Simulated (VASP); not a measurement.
**Mg: single point with PBEsol**

Mg:

```
Mg
1.0
     3.12973    0.00000    0.00000
    -1.56486    2.71042    0.00000
     0.00000    0.00000    5.34891
Mg
2
Direct
  0.33333 0.66667 0.25000
  0.66667 0.33333 0.75000
```

- Program: VASP 6.6.1
- Task: single point
- Functional: PBEsol
- Potentials or basis: VASP PAW PBE potentials, release 64 (Mg)
- Cutoff: 520 eV
- k mesh: 7 × 7 × 4
- Occupations: fermi-dirac, width 0.05 eV
- Spin: no spin polarisation
- Dipole correction: no
- Further INCAR settings: ALGO = Normal; EDIFF = 1e-07; NBANDS = 9

The pressure is 0.0 GPa and the band gap on the k mesh is none (metal or under the smearing width).

Levels at points of the mesh, in eV from the Fermi level:
```csv
k point,band 1,band 2,band 3,band 4,band 5
"(0.00, 0.00, 0.00)",-6.99,-1.96,-1.71,11.37,11.54
"(0.00, 0.00, 0.50)",-5.68,-5.68,4.30,4.30,12.23
```

It took 4.6 s on 1 thread of Intel(R) Xeon(R) 6975P-C (Granite Rapids), with other jobs on the host, peak memory 0.15 GiB.

Caveat: the PAW data sets were made with another functional, which shifts forces and pressure a little.
